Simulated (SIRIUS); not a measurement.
# ZnSe (Stilleite) (F-43m) in SIRIUS: notebook, part 8 of 8

SIRIUS 7.12.0.

## 16. Equation of state, PBE, 24.12 Å³/atom (volume scaled by 1.06)

Input file sirius.json:

```json
{
  "control": {
    "processing_unit": "cpu",
    "std_evp_solver_name": "lapack",
    "gen_evp_solver_name": "lapack",
    "verbosity": 2,
    "print_forces": false,
    "ortho_rf": true,
    "use_second_variation": true,
    "rmt_max": 3.0,
    "num_bands_to_print": 24,
    "save_wf": true
  },
  "parameters": {
    "electronic_structure_method": "full_potential_lapwlo",
    "xc_functionals": ["XC_GGA_X_PBE", "XC_GGA_C_PBE"],
    "core_relativity": "dirac",
    "valence_relativity": "iora",
    "num_fv_states": 29,
    "smearing": "fermi_dirac",
    "smearing_width": 0.0018374661,
    "pw_cutoff": 20,
    "gk_cutoff": 3.77,
    "lmax_apw": 10,
    "lmax_rho": 8,
    "lmax_pot": 8,
    "num_mag_dims": 0,
    "auto_rmt": 0,
    "ngridk": [8, 8, 8],
    "shiftk": [0, 0, 0],
    "num_dft_iter": 80,
    "energy_tol": 1e-07,
    "density_tol": 1e-05,
    "use_symmetry": true
  },
  "settings": {"tol_ne": 1e-10},
  "iterative_solver": {"type": "exact"},
  "mixer": {"type": "anderson", "beta": 0.5, "max_history": 8},
  "unit_cell": {
    "lattice_vectors": [[0.0, 5.4601346329, 5.4601346329], [5.4601346329, 0.0, 5.4601346329], [5.4601346329, 5.4601346329, 0.0]],
    "atom_types": ["Se", "Zn"],
    "atom_files": {"Se": "Se.json", "Zn": "Zn.json"},
    "atoms": {"Se": [[0.75, 0.75, 0.75]], "Zn": [[0.0, 0.0, 0.0]]}
  }
}
```

Input file Se.json:

```json
{
  "name": "selenium",
  "symbol": "Se",
  "number": 34,
  "mass": 78.96,
  "rmin": 1e-06,
  "rmt": 2.23,
  "nrmt": 800,
  "rinf": 13.6,
  "core": "1s2s2p",
  "valence": [
    {"basis": [{"enu": -0.09, "dme": 0, "n": 0, "auto": 0}, {"enu": -0.09, "dme": 1, "n": 0, "auto": 0}]},
    {"l": 0, "n": 1, "basis": [{"enu": -0.1383, "dme": 0, "n": 0, "auto": 0}]},
    {"l": 1, "n": 2, "basis": [{"enu": 0.01, "dme": 0, "n": 0, "auto": 0}]},
    {"l": 2, "n": 3, "basis": [{"enu": 0.01, "dme": 0, "n": 0, "auto": 0}]},
    {"l": 3, "n": 4, "basis": [{"enu": 0.01, "dme": 0, "n": 0, "auto": 0}]}
  ],
  "lo": [
    {
      "l": 0,
      "basis": [{"enu": -0.1383, "dme": 0, "n": 0, "auto": 0}, {"enu": -0.1383, "dme": 1, "n": 0, "auto": 0}]
    },
    {
      "l": 0,
      "basis": [{"enu": -0.1383, "dme": 1, "n": 0, "auto": 0}, {"enu": -0.1383, "dme": 2, "n": 0, "auto": 0}]
    },
    {
      "l": 0,
      "basis": [{"enu": -7.5418, "dme": 0, "n": 3, "auto": 1}, {"enu": -7.5418, "dme": 1, "n": 3, "auto": 1}]
    },
    {
      "l": 0,
      "basis": [{"enu": -0.1383, "dme": 0, "n": 0, "auto": 0}, {"enu": 2.2747, "dme": 0, "n": 0, "auto": 0}]
    },
    {"l": 1, "basis": [{"enu": 0.01, "dme": 0, "n": 0, "auto": 0}, {"enu": 0.01, "dme": 1, "n": 0, "auto": 0}]},
    {
      "l": 1,
      "basis": [{"enu": -5.3506, "dme": 0, "n": 3, "auto": 1}, {"enu": -5.3506, "dme": 1, "n": 3, "auto": 1}]
    },
    {
      "l": 1,
      "basis": [{"enu": -5.3506, "dme": 1, "n": 3, "auto": 1}, {"enu": 0.01, "dme": 0, "n": 0, "auto": 0}]
    },
    {"l": 1, "basis": [{"enu": 0.01, "dme": 0, "n": 0, "auto": 0}, {"enu": 3.7101, "dme": 0, "n": 0, "auto": 0}]},
    {"l": 2, "basis": [{"enu": 0.01, "dme": 0, "n": 0, "auto": 0}, {"enu": 0.01, "dme": 1, "n": 0, "auto": 0}]},
    {
      "l": 2,
      "basis": [{"enu": -1.7095, "dme": 0, "n": 3, "auto": 1}, {"enu": -1.7095, "dme": 1, "n": 3, "auto": 1}]
    },
    {
      "l": 2,
      "basis": [{"enu": -1.7095, "dme": 1, "n": 3, "auto": 1}, {"enu": 0.01, "dme": 0, "n": 0, "auto": 0}]
    },
    {"l": 2, "basis": [{"enu": 0.01, "dme": 0, "n": 0, "auto": 0}, {"enu": 4.1927, "dme": 0, "n": 0, "auto": 0}]},
    {"l": 3, "basis": [{"enu": 0.01, "dme": 0, "n": 0, "auto": 0}, {"enu": 0.01, "dme": 1, "n": 0, "auto": 0}]},
    {"l": 3, "basis": [{"enu": 0.01, "dme": 0, "n": 0, "auto": 0}, {"enu": 3.509, "dme": 0, "n": 0, "auto": 0}]}
  ],
  "free_atom": [... radial grid and density of the free atom, the start of the SCF ...]
}
```

Input file Zn.json:

```json
{
  "name": "zinc",
  "symbol": "Zn",
  "number": 30,
  "mass": 65.38,
  "rmin": 1e-06,
  "rmt": 2.23,
  "nrmt": 800,
  "rinf": 14.28,
  "core": "1s2s2p",
  "valence": [
    {"basis": [{"enu": -0.09, "dme": 0, "n": 0, "auto": 0}, {"enu": -0.09, "dme": 1, "n": 0, "auto": 0}]},
    {"l": 0, "n": 1, "basis": [{"enu": 0.01, "dme": 0, "n": 0, "auto": 0}]},
    {"l": 1, "n": 2, "basis": [{"enu": 0.01, "dme": 0, "n": 0, "auto": 0}]},
    {"l": 2, "n": 3, "basis": [{"enu": -0.0181, "dme": 0, "n": 0, "auto": 0}]},
    {"l": 3, "n": 4, "basis": [{"enu": 0.01, "dme": 0, "n": 0, "auto": 0}]}
  ],
  "lo": [
    {"l": 0, "basis": [{"enu": 0.01, "dme": 0, "n": 0, "auto": 0}, {"enu": 0.01, "dme": 1, "n": 0, "auto": 0}]},
    {
      "l": 0,
      "basis": [{"enu": -4.4769, "dme": 0, "n": 3, "auto": 1}, {"enu": -4.4769, "dme": 1, "n": 3, "auto": 1}]
    },
    {
      "l": 0,
      "basis": [{"enu": -4.4769, "dme": 1, "n": 3, "auto": 1}, {"enu": 0.01, "dme": 0, "n": 0, "auto": 0}]
    },
    {"l": 0, "basis": [{"enu": 0.01, "dme": 0, "n": 0, "auto": 0}, {"enu": 3.2274, "dme": 0, "n": 0, "auto": 0}]},
    {"l": 1, "basis": [{"enu": 0.01, "dme": 0, "n": 0, "auto": 0}, {"enu": 0.01, "dme": 1, "n": 0, "auto": 0}]},
    {
      "l": 1,
      "basis": [{"enu": -2.8179, "dme": 0, "n": 3, "auto": 1}, {"enu": -2.8179, "dme": 1, "n": 3, "auto": 1}]
    },
    {
      "l": 1,
      "basis": [{"enu": -2.8179, "dme": 1, "n": 3, "auto": 1}, {"enu": 0.01, "dme": 0, "n": 0, "auto": 0}]
    },
    {"l": 1, "basis": [{"enu": 0.01, "dme": 0, "n": 0, "auto": 0}, {"enu": 3.7101, "dme": 0, "n": 0, "auto": 0}]},
    {
      "l": 2,
      "basis": [{"enu": -0.0181, "dme": 0, "n": 0, "auto": 0}, {"enu": -0.0181, "dme": 1, "n": 0, "auto": 0}]
    },
    {
      "l": 2,
      "basis": [{"enu": -0.0181, "dme": 1, "n": 0, "auto": 0}, {"enu": -0.0181, "dme": 2, "n": 0, "auto": 0}]
    },
    {
      "l": 2,
      "basis": [{"enu": -0.0181, "dme": 0, "n": 0, "auto": 0}, {"enu": 3.119, "dme": 0, "n": 0, "auto": 0}]
    },
    {"l": 3, "basis": [{"enu": 0.01, "dme": 0, "n": 0, "auto": 0}, {"enu": 0.01, "dme": 1, "n": 0, "auto": 0}]},
    {"l": 3, "basis": [{"enu": 0.01, "dme": 0, "n": 0, "auto": 0}, {"enu": 3.509, "dme": 0, "n": 0, "auto": 0}]}
  ],
  "free_atom": [... radial grid and density of the free atom, the start of the SCF ...]
}
```

Input file sirius_start.json:

```json
{
  "control": {
    "processing_unit": "cpu",
    "std_evp_solver_name": "lapack",
    "gen_evp_solver_name": "lapack",
    "verbosity": 1,
    "print_forces": false,
    "ortho_rf": true,
    "use_second_variation": true,
    "rmt_max": 3.0,
    "num_bands_to_print": 24,
    "save_wf": false
  },
  "parameters": {
    "electronic_structure_method": "full_potential_lapwlo",
    "xc_functionals": ["XC_LDA_X", "XC_LDA_C_PW"],
    "core_relativity": "dirac",
    "valence_relativity": "iora",
    "num_fv_states": 29,
    "smearing": "fermi_dirac",
    "smearing_width": 0.0055123983,
    "pw_cutoff": 20,
    "gk_cutoff": 3.01,
    "lmax_apw": 10,
    "lmax_rho": 8,
    "lmax_pot": 8,
    "num_mag_dims": 0,
    "auto_rmt": 0,
    "ngridk": [3, 3, 3],
    "shiftk": [0, 0, 0],
    "num_dft_iter": 30,
    "energy_tol": 0.01,
    "density_tol": 0.05,
    "use_symmetry": true
  },
  "settings": {"tol_ne": 1e-10},
  "iterative_solver": {"type": "exact"},
  "mixer": {"type": "anderson", "beta": 0.5, "max_history": 8},
  "unit_cell": {
    "lattice_vectors": [[0.0, 5.4601346329, 5.4601346329], [5.4601346329, 0.0, 5.4601346329], [5.4601346329, 5.4601346329, 0.0]],
    "atom_types": ["Se", "Zn"],
    "atom_files": {"Se": "Se.json", "Zn": "Zn.json"},
    "atoms": {"Se": [[0.75, 0.75, 0.75]], "Zn": [[0.0, 0.0, 0.0]]}
  }
}
```

Command:

```console
OMP_NUM_THREADS=1 sirius.scf --input=sirius_start.json --output=start.json
OMP_NUM_THREADS=1 sirius.scf --input=sirius.json --output=output.json --task=1
```

Wall time 63 s (1 thread of Arm Neoverse V1, shared host); peak memory 0.48 GiB.

Results (log left out):

```
Free energy                                       : -115005.7984 eV
Band gap on the k mesh                            : 1.06 eV, direct
All electrons inside the program's atomic spheres : Se 32.02; Zn 28.54 (radii Se 2.23, Zn 2.23 bohr)
```

## 17. Equation of state, PBE

This step only gathers the single runs of the series.

What came out:

```
Equilibrium volume                      : 23.54 Å³/atom
Bulk modulus                            : 57 GPa
Pressure derivative of the bulk modulus : 4.2 (rough: it moves with the points fitted)
```

Energy against volume, from the lowest point:
| volume (Å³/atom) | energy (meV/atom) |
| --- | --- |
| 21.391 | 41.14 |
| 21.846 | 24.59 |
| 22.301 | 12.60 |
| 22.757 | 5.00 |
| 23.212 | 0.64 |
| 23.667 | 0.00 |
| 24.122 | 2.33 |

## 18. The runs side by side

```tsv
task	level	reference energy of the basis	start of the SCF	gap on the mesh (eV)	V0 of scaled cells (Å³/atom)	B0 (GPa)
single point	PBEsol	0.13 Ha	LDA density	1.17	-	-
equation of state	PBEsol	-	-	-	22.33	64
single point	PBE	0.13 Ha	LDA density	1.28	-	-
equation of state	PBE	-	-	-	23.54	57
```

Alike in all rows: potentials or basis all-electron FP-LAPW, apw+lo standard; no spin polarisation; cell as given; k mesh 8 × 8 × 8; cutoff (eV) 193; smearing fermi-dirac 0.05 eV.

Compare energies only between runs with the same functional and basis.

## 19. Against experiment

Step 2. Measured gap of ZnSe: 2.695 eV (an exciton energy, a little under the gap; 300 K; “Alloy Disordering Effects on the Thermal Conductivity and Energy Gap Temperature Dependence of Cd1−xZnxSe Ternary Crystals Grown by the Bridgman Method”, 2023, pmc:10253836). This calculation gives 1.17 eV (-1.53 eV). So large a miss can be the level of theory's own, or it may mean another phase, state or a wrong row. Spin-orbit coupling on Se is left out. The value is that of PBEsol, without temperature or zero-point motion. Semilocal functionals fall short of measured gaps as a rule.

Step 10. Against the measured gap of ZnSe, 2.695 eV (an exciton energy, a little under the gap; 300 K; “Alloy Disordering Effects on the Thermal Conductivity and Energy Gap Temperature Dependence of Cd1−xZnxSe Ternary Crystals Grown by the Bridgman Method”, 2023, pmc:10253836), the calculated 1.28 eV is off by -1.41 eV. So large a miss can be the level of theory's own, or it may mean another phase, state or a wrong row. Spin-orbit coupling on Se is left out. The value is that of PBE, without temperature or zero-point motion. Semilocal functionals fall short of measured gaps as a rule.
